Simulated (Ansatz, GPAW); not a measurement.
Ti3Si: programs and potentials compared

```
CELL_PARAMETERS angstrom
0.00000 3.14436 3.14436
3.14436 0.00000 3.14436
3.14436 3.14436 0.00000
ATOMIC_POSITIONS crystal
Ti 0.01571 0.00242 0.98385
Ti 0.24850 0.24924 0.24349
Ti 0.75176 0.75579 0.75107
Si 0.50604 0.49086 0.51541
```

The cell comes from a database or a generator and needn't be the stable form of this composition.

Atoms were shifted at random by some hundredths of an Å from the given cell, which wasn't relaxed again for these runs.

Alike in all runs: task single point; functional PBEsol; k mesh 7 × 7 × 7; occupations fermi-dirac, width 0.05 eV; no spin polarisation; no spin-orbit coupling. Pressure is positive in compression and, in plane waves, holds the error of the finite cutoff, which Ansatz's Pulay term estimates and takes out.

```
                           program and potentials  plane-wave cutoff (eV)                                                 notes  pressure (GPa)  largest force (eV/Å)  energy over the undisturbed cell (meV/atom)
                               Ansatz, Ansatz PAW                     420  potentials made for PBE, which Ansatz adapts in part           -4.67                 0.509                                         8.13
GPAW, PAW data sets generated for this functional                     600                                                     -           -4.81                 0.516                                         8.28
   Ansatz, all-electron LAPW, scalar-relativistic                       -                                                     -           -4.68                 0.509                                            -
```

Force on atom 4 (Si), eV/Å:

```
                           program and potentials       x       y      z
                               Ansatz, Ansatz PAW  -0.092  -0.485  0.125
GPAW, PAW data sets generated for this functional  -0.094  -0.491  0.128
   Ansatz, all-electron LAPW, scalar-relativistic  -0.092  -0.485  0.125
```

The pressure spans -4.81 (GPAW, PAW data sets generated for this functional) to -4.67 GPa (Ansatz, Ansatz PAW), with all-electron results at -4.68.

The functional is the same throughout but for its coding, so the spread measures potentials, basis and numerics; runs on potential files found faulty are left out.
